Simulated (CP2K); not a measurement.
KBr:

```
Br K
1.0
     4.04350    0.00000    0.00000
     0.00000    4.04350    0.00000
     0.00000    0.00000    4.04350
Br K
1 1
Direct
  0.50000 0.50000 0.50000
  0.00000 0.00000 0.00000
```

Measurements of this composition are mostly on another form, of space group No. 225.

Base run:

- Program: CP2K 2026.2
- Functional: LDA
- Potentials or basis: POTENTIAL_UZH Br GTH-PBE-q7, K GTH-PBE-q9; TZVP-MOLOPT-PBE-GTH basis
- Density cutoff: 9184 eV
- k mesh: 7 × 7 × 7
- Occupations: fermi-dirac, width 0.05 eV
- Spin: no spin polarisation

Its results: band gap on the k mesh 3.39 eV, indirect (least direct gap 3.64 eV); pressure -2.4 GPa.

After a change of settings the same cell gave: band gap on the k mesh 5.34 eV, indirect (least direct gap 5.54 eV); pressure -0.4 GPa. Which change was it?
A. functional from LDA to PBEsol
B. functional from LDA to HLE16
C. functional from LDA to HLE17
D. functional from LDA to revPBE

C.

Caveats: the potentials were made for another functional, which shifts forces and pressure; the basis of atomic orbitals isn't converged, which shifts pressures, moduli and gaps; the potentials were made for a functional far from this one (some runs).
